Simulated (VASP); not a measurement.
Input of a VASP 6.6.1 run:

File INCAR:

```
PREC     = Accurate       # precision mode
ENCUT    = 520            # plane-wave cutoff, eV
EDIFF    = 1E-8           # SCF threshold, eV
ISMEAR   = -1             # smearing method
SIGMA    = 0.01           # smearing width, eV
LREAL    = False          # projectors in reciprocal space
LASPH    = True           # aspherical terms in the spheres
NELM     = 100            # most SCF steps
ALGO     = Normal         # electronic algorithm
ISIF     = 2              # what is computed and relaxed
LWAVE    = False          # write WAVECAR
LCHARG   = False          # write CHGCAR
LEFG     = True         
NBANDS   = 15             # bands
```

The input KPOINTS:

```
Automatic mesh
0
Gamma
  7 7 7
```

The input POSCAR:

```
CaSe
1.0
    0.0000000000      2.9560000000      2.9560000000
    2.9560000000      0.0000000000      2.9560000000
    2.9560000000      2.9560000000      0.0000000000
Ca Se
1 1
Direct
    0.0000000000      0.0000000000      0.0000000000
    0.5000000000      0.5000000000      0.5000000000
```

Potentials or basis: VASP PAW LDA potentials, release 64 (Ca_sv, Se).

Launch:

```bash
$ cat potpaw_LDA.64/Ca_sv/POTCAR potpaw_LDA.64/Se/POTCAR > POTCAR
$ mpirun -np 1 vasp_std > vasp.out
```

Question: What does it give for the band gap on the k mesh?

Answer: 1.92 eV, indirect (least direct gap 2.84 eV).

Question: Predict the pressure.

Answer: -2.9 GPa.

Caveat: without QUAD_EFG the Cq values of the log hold for a quadrupole moment of 1 mb, not for the nuclei.

**The experiment to reproduce.**

From a printed reference work, monograph, original work of 1988, for a bulk crystal of CaSe at 2 K: band gap 3.85 eV (indirect).

Against the measured gap of CaSe, 3.85 eV (indirect; 2 K; a printed reference work, monograph, original work of 1988), the calculated 1.92 eV is off by -1.93 eV. So large a miss can be the level of theory's own, or it may mean another phase, state or a wrong row. Spin-orbit coupling on Se is left out. The value is that of LDA on a finite k mesh, which can miss the band edges, without temperature or zero-point motion. Semilocal functionals fall short of measured gaps as a rule.
